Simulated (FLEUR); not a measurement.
# Hf (P6_3/mmc) in FLEUR: a series of runs

Runs on Hf. Level: PBEsol. Tasks: single point.

Everything below comes from runs of FLEUR MaX-R8.1 (later development tree). Logs are shortened: lines on timing, memory, paths and dates and some standing lists are left out, and cuts for length are marked.

## (1) The structure

Symmetry: P6_3/mmc, No. 194, hexagonal system. The conventional cell has a = 3.197 Å, b = 3.197 Å, c = 5.058 Å, α = 90.00°, β = 90.00°, γ = 120.00°. Hf (site symmetry -6m2) has 12 Hf at 3.13 to 3.20 Å as nearest neighbours.

## (2) Single point, PBEsol

File inp.xml:

```xml
<?xml version="1.0" encoding="UTF-8" standalone="no"?>
<fleurInput fleurInputVersion="0.39">
   <comment>
      Hf                                                                                                  
   </comment>
   <calculationSetup>
      <cutoffs Kmax="4.1" Gmax="12.7" GmaxXC="12.7" numbands="0"/>
      <scfLoop itmax="60" minDistance="0.00001" maxIterBroyd="15" imix="Anderson" alpha="0.05" precondParam="0.0" spinf="2.0" sdNocoIR="T"/>
      <coreElectrons ctail="T" frcor="F" kcrel="0" coretail_lmax="0"/>
      <xcFunctional name="PBEs" relativisticCorrections="F"/>
      <magnetism jspins="1"/>
      <soc l_soc="F" theta="0.0" phi="0.0" spav="F"/>
      <expertModes spex="0" secvar="F"/>
      <geometryOptimization l_f="T" forcealpha="1.0" forcemix="BFGS" epsdisp="0.0005" epsforce="0.0002"/>
      <ldaU l_linMix="F" mixParam="0.05" spinf="1.0"/>
   </calculationSetup>
   <cell>
      <bzIntegration valenceElectrons="52.0" mode="hist" fermiSmearingEnergy="0.00183747">
         <kPointListSelection listName="default-1"/>
         <!-- k-points included here -->
         <xi:include xmlns:xi="http://www.w3.org/2001/XInclude" href="kpts.xml"> </xi:include>
      </bzIntegration>
      <!-- symmetry operations included here -->
      <xi:include xmlns:xi="http://www.w3.org/2001/XInclude" href="sym.xml"> </xi:include>
      <bulkLattice scale="1.0">
         <bravaisMatrix>
            <row-1>    6.0408875025088191     0.0000000000000000     0.0000000000000000</row-1>
            <row-2>   -3.0204437512544096     5.2315620386186819     0.0000000000000000</row-2>
            <row-3>    0.0000000000000000     0.0000000000000000     9.5578567930018803</row-3>
         </bravaisMatrix>
      </bulkLattice>
   </cell>
   <atomSpecies>
      <species name="Hafnium (Hf)" element="Hf" atomicNumber="72">
         <mtSphere radius="2.66" gridPoints="879" logIncrement="0.015"/>
         <atomicCutoffs lmax="10" lnonsphr="10"/>
         <electronConfig flipSpins="F">
            <coreConfig>(1s1/2) (2s1/2) (2p1/2) (2p3/2) (3s1/2) (3p1/2) (3p3/2) (4s1/2) (3d3/2) (3d5/2) (4p1/2) (4p3/2) (4d3/2) (4d5/2)</coreConfig>
            <valenceConfig>(5s1/2) (5p1/2) (5p3/2) (6s1/2) (4f5/2) (4f7/2) (5d3/2) (5d5/2)</valenceConfig>
            <stateOccupation state="(5d3/2)" spinUp="0.400000" spinDown="0.400000"/>
            <stateOccupation state="(5d5/2)" spinUp="0.600000" spinDown="0.600000"/>
         </electronConfig>
         <energyParameters s="6" p="6" d="5" f="4"/>
         <lo type="SCLO" l="0" n="5" eDeriv="0"/>
         <lo type="SCLO" l="1" n="5" eDeriv="0"/>
         <lo type="SCLO" l="2" n="5" eDeriv="2"/>
         <lo type="SCLO" l="3" n="4" eDeriv="2"/>
      </species>
   </atomSpecies>
   <atomGroups>
      <atomGroup species="Hafnium (Hf)">
         <relPos label="                   1">-1.000/3.000 1.000/3.000 -1.000/4.000</relPos>
         <relPos label="                   2">1.000/3.000 -1.000/3.000 1.000/4.000</relPos>
         <force calculate="T" relaxXYZ="TTT"/>
      </atomGroup>
   </atomGroups>
   <output dos="F" band="F" slice="F">
      <checks vchk="F" cdinf="F"/>
      <bandDOS minEnergy="-.5*Htr" maxEnergy="0.5*Htr" sigma="0.015" storeEVData="T"/>
      <vacuumDOS vacdos="F" integ="F" star="F" nstars="0" locx1="0.0" locy1="0.0" locx2="0.0" locy2="0.0" nstm="0" tworkf="0.0"/>
      <unfoldingBand unfoldBand="F" supercellX="1" supercellY="1" supercellZ="1"/>
      <plotting iplot="0" polar="F">
         <plot TwoD="T" vec1="  1.0  0.0  0.0" vec2="  0.0  1.0  0.0" vec3="  0.0  0.0  1.0" zero="  0.0  0.0  0.0" file="plot"/>
      </plotting>
      <chargeDensitySlicing numkpt="0" minEigenval="0.0" maxEigenval="0.0" nnne="0" pallst="F"/>
      <specialOutput eonly="F"/>
      <moessbauerParams electricFieldGradient="T" isomerShift="T" coreHyperfine="T" valenceHyperfine="T"/>
      <magneticCircularDichroism mcd="F" energyLo="-10.0" energyUp="0.0"/>
   </output>
  <!-- We include the file relax.xml here to enable relaxations (see documentation) -->
  <xi:include xmlns:xi="http://www.w3.org/2001/XInclude" href="relax.xml"> <xi:fallback/> </xi:include>
</fleurInput>
```

File crystal.txt:

```
Hf
&input cartesian=F /
3.1967000000  0.0000000000  0.0000000000
-1.5983500000  2.7684234083  0.0000000000
0.0000000000  0.0000000000  5.0578000000
1.8897261246
1.0 1.0 1.0

2
72 0.6666666666  0.3333333332  0.7500000000
72 0.3333333332  0.6666666666  0.2500000000

&kpt div1=10 div2=10 div3=5 gamma=T /
```

Potentials or basis: all-electron, FLAPW.

Command:

```
> inpgen -f crystal.txt -profile fastHighL
> # inp.xml edited to the form shown
> fleur_MPI
```

The log of the run:

```text
Welcome to FLEUR        (www.flapw.de)
      MaX-Release 8.1          (www.max-centre.eu)

 ========== k-point set info ==========
 Selected k-point list: default-1
 k-point list type: mesh
 10 x 10 x 5
 Number of k points: 42

 ------------Calculation Setup---------------------------
 Number of MPI-tasks      :            1
 Number of PE/node        :            1
 Number of OMP-threads    :            1
 Most efficient MPI parallelization for:
           1           2           3           6           7          14          21          42
 Additional eigenvalue parallelization possible
 Number of basis functions:          420
 Approximate size of matrices (H+S) per k-point:         0.003 GB
 --------------------------------------------------------
 Iteration:     1   Distance:       9.02454664 me/bohr^3
 Iteration:     2   Distance:       8.10181866 me/bohr^3
 Iteration:     3   Distance:       4.51780223 me/bohr^3
 Iteration:     4   Distance:       1.04637858 me/bohr^3
 Iteration:     5   Distance:       0.85898804 me/bohr^3
 Iteration:     6   Distance:       0.28795043 me/bohr^3
 Iteration:     7   Distance:       0.26117825 me/bohr^3
 Iteration:     8   Distance:       0.02939637 me/bohr^3
 Iteration:     9   Distance:       0.00802421 me/bohr^3
 Iteration:    10   Distance:       0.00535921 me/bohr^3
 Iteration:    11   Distance:       0.00110245 me/bohr^3
 Iteration:    12   Distance:       0.00046709 me/bohr^3
 Iteration:    13   Distance:       0.00003359 me/bohr^3
 Iteration:    14   Distance:       0.00001102 me/bohr^3
 Iteration:    15   Distance:       0.00000643 me/bohr^3

 ********************************************************************
 Run finished successfully
 Stop message:
   Structural relaxation: Done
 ********************************************************************
```

out.xml (last iteration):

```text
<iteration numberForCurrentRun="   16" overallNumber="   16">
         <energyParameters units="Htr">
            <atomicEP atomType="1" spin="1" branch="6s" branchLowest="-1.85" branchHighest="1.84" value="0.2686956163"/>
            <atomicEP atomType="1" spin="1" branch="6p" branchLowest="-0.65" branchHighest="2.67" value="0.4039015522"/>
            <atomicEP atomType="1" spin="1" branch="5d" branchLowest="-6.98" branchHighest="0.89" value="0.4161441360"/>
            <atomicEP atomType="1" spin="1" branch="4f" branchLowest="-9.99" branchHighest="-0.02" value="-0.0007300203"/>
            <loAtomicEP atomType="1" spin="1" branch="5s" branchLowest="-18.19" branchHighest="-1.85" value="-1.8656593897"/>
            <loAtomicEP atomType="1" spin="1" branch="5p" branchLowest="-13.29" branchHighest="-0.65" value="-0.7322096592"/>
            <loAtomicEP atomType="1" spin="1" branch="5d" branchLowest="-6.98" branchHighest="0.89" value="0.4128880403"/>
            <loAtomicEP atomType="1" spin="1" branch="4f" branchLowest="-9.99" branchHighest="-0.02" value="-0.0221145251"/>
         </energyParameters>
         <eigenvalues>
            <eigenvaluesAt spin="1" ikpt="1" k_x="0.00000000" k_y="0.00000000" k_z="0.00000000">
                      -1.8679331197       -1.8653081259       -0.7329256607       -0.7053457288       -0.7053457288
                      -0.7007499295       -0.7005858170       -0.7005858170       -0.0298370878       -0.0285373087
                      -0.0285373087       -0.0285208350       -0.0285208350       -0.0284716228       -0.0282198787
                      -0.0280827853       -0.0280827853       -0.0278112409       -0.0271145430       -0.0271145430
                      -0.0254757923       -0.0253425864        0.1354535300        0.2700469577        0.4313019016
                       0.4493371059        0.4493371059        0.4595546017        0.4794831580        0.4794831580
                       0.5027243664        0.5027243664        0.6024259555        0.6024259555        0.7322367543
                       0.8154796562        0.8882621717        0.9412823530        1.0484197289        1.0484197289
            </eigenvaluesAt>
            <eigenvaluesAt spin="1" ikpt="2" k_x="0.00000000" k_y="0.00000000" k_z="0.20000000">
                      -1.8676840733       -1.8655604059       -0.7300400541       -0.7048950961       -0.7048950961
                      -0.7040292979       -0.7010442832       -0.7010442832       -0.0297806202       -0.0290398589
                      -0.0290398589       -0.0285603248       -0.0284559408       -0.0284559408       -0.0283307337
                      -0.0278344176       -0.0278344176       -0.0277107426       -0.0269108168       -0.0269108168
                      -0.0254649414       -0.0253577719        0.1488299818        0.2622120500        0.4153610365
                       0.4433726993        0.4433726993        0.4482795588        0.4692870853        0.4692870853
[... 8 lines left out ...]
                      -0.0254320935       -0.0253911531        0.1850954484        0.2309114264        0.4057997449
                       0.4233808427        0.4414703752        0.4414703752        0.4516456816        0.4516456817
                       0.5628602446        0.5628602446        0.5971155551        0.5971155551        0.7978521920
[... 38 lines left out ...]
         </coreStates>
         <allElectronCharges>
            <spinDependentCharge spin="1" total="144.0000000" interstitial="3.8483422" mtSpheres="140.1516578"/>
            <totalCharge value="143.9999999991"/>
         </allElectronCharges>
         <moessbauerParams unitsHFF="kG" unitsIS="e/bohr^3" unitsEFG="Htr/bohr^2">
            <coreIsomerShift atomType="1" isTotal="1280492.20177">
               <shell n="1" l="0" isomerShift="1075899.99030"/>
               <shell n="2" l="0" isomerShift="151307.50268"/>
               <shell n="2" l="1" isomerShift="8621.87369"/>
               <shell n="3" l="0" isomerShift="33733.31907"/>
               <shell n="3" l="1" isomerShift="2144.39891"/>
               <shell n="4" l="0" isomerShift="8272.40451"/>
               <shell n="3" l="2" isomerShift="0.00081"/>
               <shell n="4" l="1" isomerShift="512.71160"/>
               <shell n="4" l="2" isomerShift="0.00020"/>
            </coreIsomerShift>
            <isomerShift atomType="1" nucleusRadius="0.0001330" averageDensity="1281947.01506"/>
            <electricFieldGradient atomType="1" VXX="-0.46120" VYY="-0.46120" VZZ="0.92240" asymParam="0.00000">
            </electricFieldGradient>
         </moessbauerParams>
         <totalEnergy                                    value="   -30186.5733142361" units="Htr">
            <sumOfEigenvalues                            value="   -18448.6840469160">
               <coreElectrons value="-18434.4861640951"/>
               <valenceElectrons value="-14.1978828209"/>
            </sumOfEigenvalues>
            <densityCoulombPotentialIntegral value="-51412.3528235322"/>
            <densityEffectivePotentialIntegral value="-52216.5258300449"/>
            <chargeDenXCDenIntegral value="-610.6483833030"/>
            <FockExchangeEnergyValence value="0.0000000000"/>
            <FockExchangeEnergyCore value="0.0000000000"/>
            <atomTypeDependentContributions atomType="1">
               <electronNucleiInteractionDifferentMTs value="37560.4816180566"/>
               <MadelungTerm value="-77.1086842392"/>
            </atomTypeDependentContributions>
            <tkbTimesEntropy value="0.0004001938"/>
            <freeEnergy value="-30186.5737144298"/>
            <extrapolationTo0K value="-30186.5735143329"/>
         </totalEnergy>
         <totalForcesOnRepresentativeAtoms units="Htr/bohr">
            <forceTotal atomType="1" x="-3.020444" y="1.743854" z="-2.389464" F_x="0.00000000" F_y="0.00000000" F_z="0.00000000"/>
         </totalForcesOnRepresentativeAtoms>
      </iteration>
```

Run time: 65 s. Hardware: 1 thread of Arm Neoverse V2, shared host; peak memory 0.07 GiB.

What came out:

```
Free energy                                           : -821418.5168 eV
Band gap on the k mesh                                : none (metal or under the smearing width)
Valence electrons inside the program's atomic spheres : Hf 24.08 (radii Hf 2.66 bohr)
```

Levels at points of the mesh, in eV from the Fermi level:
```tsv
k point	band 22	band 23	band 24	band 25	band 26	band 27	band 28	band 29	band 30	band 31
(0.00, 0.00, 0.00)	-11.75	-7.37	-3.71	0.68	1.17	1.17	1.45	1.99	1.99	2.62
(0.00, 0.50, 0.00)	-11.77	-3.35	-2.74	-2.22	-0.78	0.77	0.87	1.67	5.89	6.40
```

Core levels (eV from the Fermi level):
| atom | levels |
| --- | --- |
| 1 Hf | 1s1/2 -65172.2, 2s1/2 -11134.8, 2p1/2 -10634.5, 2p3/2 -9443.3, 3s1/2 -2533.0, 3p1/2 -2311.3, 3p3/2 -2056.0, 4s1/2 -506.0, 3d3/2 -1680.7, 3d5/2 -1625.0, 4p1/2 -415.2, 4p3/2 -356.7, 4d3/2 -207.6, 4d5/2 -196.8 |
| 2 Hf | 1s1/2 -65172.2, 2s1/2 -11134.8, 2p1/2 -10634.5, 2p3/2 -9443.3, 3s1/2 -2533.0, 3p1/2 -2311.3, 3p3/2 -2056.0, 4s1/2 -506.0, 3d3/2 -1680.7, 3d5/2 -1625.0, 4p1/2 -415.2, 4p3/2 -356.7, 4d3/2 -207.6, 4d5/2 -196.8 |

## (3) Single point, PBEsol (atoms moved at random, drawn with an rms of 0.05 Å)

Edit inp.xml of step 2 so:

```diff
@@ -51,4 +51,4 @@
       <atomGroup species="Hafnium (Hf)">
-         <relPos label="                   1">-1.000/3.000 1.000/3.000 -1.000/4.000</relPos>
-         <relPos label="                   2">1.000/3.000 -1.000/3.000 1.000/4.000</relPos>
+         <relPos label="                   1">-.3274275000 .3367150000 -.2460845000</relPos>
+         <relPos label="                   2">.3274275000 -.3367150000 .2460845000</relPos>
          <force calculate="T" relaxXYZ="TTT"/>
```

Edit crystal.txt of step 2 so:

```diff
@@ -9,4 +9,4 @@
 2
-72 0.6666666666  0.3333333332  0.7500000000
-72 0.3333333332  0.6666666666  0.2500000000
+72 0.6707990000  0.3463000000  0.7545060000
+72 0.3256540000  0.6728700000  0.2466750000
```

Potentials or basis: all-electron, FLAPW.

Command:

```
> inpgen -f crystal.txt -profile fastHighL
> # inp.xml edited to the form shown
> fleur_MPI
```

Run time: 10 min. Hardware: 1 thread of Arm Neoverse V2, shared host; peak memory 0.16 GiB.

It converged, with:

| Quantity | Value |
| --- | --- |
| Free energy | -821418.5131 eV |
| Largest force | 0.146 eV/Å |
| Band gap on the k mesh | none (metal or under the smearing width) |
| Valence electrons inside the program's atomic spheres | Hf 24.08 (radii Hf 2.66 bohr) |

Forces in eV/Å, atoms in the order of the input:
```
Hf  -0.060 -0.041 -0.127
Hf   0.060  0.041  0.127
```

Levels at points of the mesh, in eV from the Fermi level:
| k point | band 23 | band 24 | band 25 | band 26 | band 27 | band 28 | band 29 | band 30 |
| --- | --- | --- | --- | --- | --- | --- | --- | --- |
| (0.00, 0.00, 0.00) | -7.37 | -3.71 | 0.66 | 1.15 | 1.19 | 1.46 | 1.94 | 2.02 |
| (0.00, 0.50, 0.00) | -3.38 | -2.75 | -2.25 | -0.76 | 0.76 | 0.94 | 1.70 | 5.90 |
| (0.50, 0.00, 0.00) | -3.30 | -2.75 | -2.16 | -0.80 | 0.75 | 0.79 | 1.63 | 5.85 |
| (0.50, 0.50, 0.00) | -3.37 | -2.75 | -2.24 | -0.77 | 0.76 | 0.92 | 1.69 | 5.90 |

Core levels (eV from the Fermi level):
```csv
atom,levels
1 Hf,"1s1/2 -65172.2, 2s1/2 -11134.8, 2p1/2 -10634.5, 2p3/2 -9443.3, 3s1/2 -2533.0, 3p1/2 -2311.3, 3p3/2 -2056.0, 4s1/2 -506.0, 3d3/2 -1680.7, 3d5/2 -1625.0, 4p1/2 -415.2, 4p3/2 -356.7, 4d3/2 -207.6, 4d5/2 -196.8"
2 Hf,"1s1/2 -65172.2, 2s1/2 -11134.8, 2p1/2 -10634.5, 2p3/2 -9443.3, 3s1/2 -2533.0, 3p1/2 -2311.3, 3p3/2 -2056.0, 4s1/2 -506.0, 3d3/2 -1680.7, 3d5/2 -1625.0, 4p1/2 -415.2, 4p3/2 -356.7, 4d3/2 -207.6, 4d5/2 -196.8"
```

Spin-orbit coupling is left out, which matters for the levels of Hf.
